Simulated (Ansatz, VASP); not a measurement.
## Se: VASP beside Ansatz

```xyz
1
Lattice="1.9905 1.1492 1.6250 -1.9905 1.1492 1.6250 0.0000 -2.2984 1.6250" Properties=species:S:1:pos:R:3 pbc="T T T"
Se    0.0000    0.0000    0.0000
```

Alike in both runs: functional r2SCAN; k mesh 15 × 15 × 15; occupations fermi-dirac, width 0.15 eV; no spin polarisation.

Ansatz relaxed the structure, and its values are those at the end. VASP's run is a single point on that final structure, the one shown.

|  | VASP | Ansatz |
| --- | --- | --- |
| version | VASP 6.6.1 | Ansatz 0.2.0 |
| potentials or method | VASP PAW PBE potentials, release 64 (Se) | scalar-relativistic, plane waves, PAW |
| plane-wave cutoff (eV) | 520 | 500 |
| valence electrons in the cell | 6 | 16 |

|  | VASP | Ansatz | Ansatz less VASP |
| --- | --- | --- | --- |
| gap on the k mesh at the Fermi level (eV) | none | none | - |
| pressure (GPa) | -0.1 | 0.0 | +0.07 |

A gap of «none» marks a metal or a gap that the smearing closes. The two sets of potentials don't hold the same shells in valence.

Caveats: the PAW data sets were made with another functional, which shifts forces and pressure a little (VASP).
